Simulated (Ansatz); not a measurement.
```yaml
crystal:
  lattice:
    - [0.00000, 2.64978, 2.64978]
    - [2.64978, 0.00000, 2.64978]
    - [2.64978, 2.64978, 0.00000]
  atoms:
    - { symbol: Zn, position: [0.00000, 0.00000, 0.00000] }
    - { symbol: S, position: [0.25000, 0.25000, 0.25000] }
```

PBE orbitals in Ansatz, hard PAW set made for 700 eV, wave cutoff 700 eV, 4×4×4 mesh, Wigner-Seitz cut of the exact exchange. The files were made with PBE, which bears on the Hartree-Fock expression through the cores.

The cell is then scaled evenly to 1.128 times this volume.

Energy change of the cell: PBE -0.056 eV (mean pressure +1.9 GPa).

Problem. What change follows for the Hartree-Fock expression on the same orbitals?

Solution. The Hartree-Fock expression on the same orbitals: -0.239 eV (mean pressure +8.0 GPa).

The cell is a model at fixed atoms and needn't be the relaxed known crystal. The mesh is coarse, so these steps aren't converged.
